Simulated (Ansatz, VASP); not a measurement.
# KBr: VASP beside Ansatz

```
Br K
1.0
     0.00000    3.25540    3.25540
     3.25540    0.00000    3.25540
     3.25540    3.25540    0.00000
Br K
1 1
Direct
  0.50000 0.50000 0.50000
  0.00000 0.00000 0.00000
```

Change from the starting cell: volume scaled by 0.96.

Alike in both runs: task single point; functional PBEsol; k mesh 7 × 7 × 7; occupations fermi-dirac, width 0.05 eV; collinear spin.

```csv
,VASP,Ansatz
version,VASP 6.6.1,Ansatz 0.2.0
potentials or method,"VASP PAW PBE potentials, release 64 (Br, K_sv), cutoff 520 eV","all-electron LAPW, point nuclei"
```

VASP gave:

| Property | Result |
| --- | --- |
| gap on the k mesh at the Fermi level (eV) | 4.38 |
| least direct gap on the mesh (eV) | 4.38 |
| pressure (GPa) | 0.4 |
| net moment per atom (μB) | 0.00 |

Which values does Ansatz return?

gap on the k mesh at the Fermi level (eV): 4.38; least direct gap on the mesh (eV): 4.38; pressure (GPa): 0.3; net moment per atom (μB): 0.00.

Ansatz ran all-electron here, so the differences hold the error of VASP's frozen core and of both bases.

Caveats: the PAW data sets were made with another functional, which shifts forces and pressure a little (VASP); the starting moments weren't kept (Ansatz).
